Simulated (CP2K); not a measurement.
**CuAu under changes of volume**

One of the cells (15.351 Å³/atom); the others are scaled copies at fixed shape and fractional positions:

```
CELL_PARAMETERS angstrom
4.57073 0.00000 0.00000
3.65953 2.73850 0.00000
3.65953 1.21766 2.45289
ATOMIC_POSITIONS crystal
Au 0.00000 0.00000 0.00000
Cu 0.50000 0.50000 0.50000
```

The cell comes from a database or a generator and needn't be the stable form of this composition.

```yaml
Program: CP2K 2026.2
Functional: PBEsol
Potentials_or_basis: POTENTIAL_UZH Au GTH-PBE-q11, Cu GTH-PBE-q11; TZVP-MOLOPT-PBE-GTH basis
Density_cutoff: 6803 eV
k_mesh: 11 × 11 × 11
Occupations: fermi-dirac, width 0.05 eV
Spin: no spin polarisation
```

| volume (Å³/atom) | energy over the lowest point (meV/atom) | pressure (GPa) |
| --- | --- | --- |
| 14.430 | 8.80 | 6.2 |
| 14.737 | 0.89 | 2.2 |
| 15.044 | 0.00 | -1.2 |
| 15.351 | 5.27 | -4.2 |
| 15.658 | ? | ? |
| 15.965 | 31.28 | -9.1 |
| 16.272 | 50.76 | -11.1 |

Problem. What does the run at 15.658 Å³/atom give?

Solution. Energy over the lowest point 15.92 meV/atom; pressure -6.8 GPa.

Worked out: A Birch-Murnaghan fit of order 3 (a polynomial in V^(-2/3)) to the other rows has its minimum at 14.93 Å³/atom with B0 = V·E''(V) = 164 GPa and B' = 5.4 at fixed shape and positions, which overstates the stiffness. It gives 15.92 meV/atom at 15.658 Å³/atom, against the run's 15.92, and -dE/dV = -6.8 GPa, against -6.8.

Energies are extrapolated to zero smearing.

Caveats: with these potentials and basis sets, volumes of gold and of layered tellurides can stand 1.5 % and more from those of plane-wave programs; the potentials were made for another functional, which shifts forces and pressure; the basis of atomic orbitals isn't converged, which shifts pressures, moduli and gaps.
